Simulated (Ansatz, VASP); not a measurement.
**One calculation of SnO2, two programs**

```
Sn O
1.0
     3.02327   -0.01512    0.00000
    -0.02482    4.96468    0.00000
     0.00000    0.00000    5.97696
Sn O
1 2
Direct
  0.50000 0.50000 0.00000
  0.00000 0.50000 0.77572
  0.00000 0.50000 0.22428
```

Change from the starting cell: strain = -0.01.

Alike in both runs: task single point; functional PBE; k mesh 9 × 6 × 5; occupations fermi-dirac, width 0.05 eV; no spin polarisation.

|  | VASP | Ansatz |
| --- | --- | --- |
| version | VASP 6.6.1 | Ansatz 0.2.0 |
| potentials or method | VASP PAW PBE potentials, release 64 (Sn_d, O) | Ansatz PAW |
| plane-wave cutoff (eV) | 520 | 420 |
| valence electrons in the cell | 26 | 26 |

VASP gave:

| Item | Value |
| --- | --- |
| gap on the k mesh at the Fermi level (eV) | 1.29 |
| least direct gap on the mesh (eV) | 1.85 |
| pressure (GPa) | 0.8 |
| largest component of the traceless stress (GPa) | 0.33 |
| rms of the force components (eV/Å) | 0.045 |

Problem. Estimate Ansatz's values.

Solution. gap on the k mesh at the Fermi level (eV): 1.31; least direct gap on the mesh (eV): 1.86; pressure (GPa): 0.5; largest component of the traceless stress (GPa): 0.04; rms of the force components (eV/Å): 0.000.

Atom by atom the forces differ by 0.045 eV/Å (rms over components). With one functional, cell and mesh, what is left measures potentials, basis and numerics.

Caveats: spin-orbit coupling is left out, which moves the levels of the heavy elements; an odd mesh through Γ misses points on the zone boundary, where band edges often lie (VASP); odd divisions of the mesh miss points on the zone boundary, where band edges often lie, so the gap on the mesh can be too wide (Ansatz); the pressure holds a Pulay correction of +0.3 GPa for the finite cutoff (Ansatz).
